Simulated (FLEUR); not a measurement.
Crystal: RbBr.

```
CELL_PARAMETERS angstrom
0.00000 3.42700 3.42700
3.42700 0.00000 3.42700
3.42700 3.42700 0.00000
ATOMIC_POSITIONS crystal
Rb 0.00000 0.00000 0.00000
Br 0.50000 0.50000 0.50000
```

```yaml
Program: FLEUR MaX-R8.1 (later development tree)
Task: single point
Functional: PBE
Potentials_or_basis: all-electron
Basis: FLAPW
Kmax: 4.1 1/bohr
k_mesh: 7 × 7 × 7
Occupations: fermi-dirac, width 0.05 eV
Spin: no spin polarisation
Gmax: 12.7 1/bohr
Muffin-tin_radii: Rb 2.66, Br 2.66 bohr
lmax: Rb 11, Br 11
Local_orbitals_a_species: Rb 5, Br 5
Max_iterations: 60
Mixing_factor: 0.05
Mixer: Anderson
Mixer_history: 15
Density_convergence: 1e-05 me/bohr^3
```

On this cell: largest force zero by symmetry; band gap on the k mesh 4.37 eV, direct.

The same run follows on a disturbed copy (atoms moved at random, drawn with an rms of 0.05 Å):

```
CELL_PARAMETERS angstrom
0.00000 3.42700 3.42700
3.42700 0.00000 3.42700
3.42700 3.42700 0.00000
ATOMIC_POSITIONS crystal
Rb 0.99680 0.00037 0.00213
Br 0.50154 0.50308 0.49052
```

Question: What changes?

Answer: The energy moves by +0.7 meV/atom; largest force 0.057 eV/Å; band gap on the k mesh 4.37 eV, direct.

Forces in eV/Å, atoms in the order of the input:
```
Rb  -0.038 -0.029  0.032
Br   0.038  0.029 -0.031
```

Caveats: an odd mesh through Γ misses points on the zone boundary, where band edges often lie.
